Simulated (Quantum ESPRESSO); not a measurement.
CsPbBr3:

```xyz
5
Lattice="5.8700 0.0000 0.0000 0.0000 5.8700 0.0000 0.0000 0.0000 5.8700" Properties=species:S:1:pos:R:3 pbc="T T T"
Pb    2.9350    2.9350    2.9350
Cs    0.0000    0.0000    0.0000
Br    2.9350    2.9350    0.0000
Br    2.9350    0.0000    2.9350
Br    0.0000    2.9350    2.9350
```

Measurements of this composition are mostly on another form, of space group No. 62.

Base run:

| Property | Result |
| --- | --- |
| Program | Quantum ESPRESSO 7.5 |
| Functional | PBE |
| Potentials or basis | PseudoDojo 0.4.1 SR PBE standard |
| Cutoff | 762 eV |
| Density cutoff | 3048 eV |
| k mesh | 4 × 4 × 4, shifted |
| Occupations | fermi-dirac, width 0.05 eV |
| Spin | no spin polarisation |

Its results: pressure 1.3 GPa; electronic dielectric tensor (diagonal) 3.83.

The run is repeated on the same cell with these changes: functional from PBE to WC. What comes out?

Pressure 0.1 GPa; electronic dielectric tensor (diagonal) 3.90.

WC binds more tightly than PBE, so the same cell stands under less pressure.

Caveats: the potentials were made for another functional, which shifts forces and pressure (some runs).
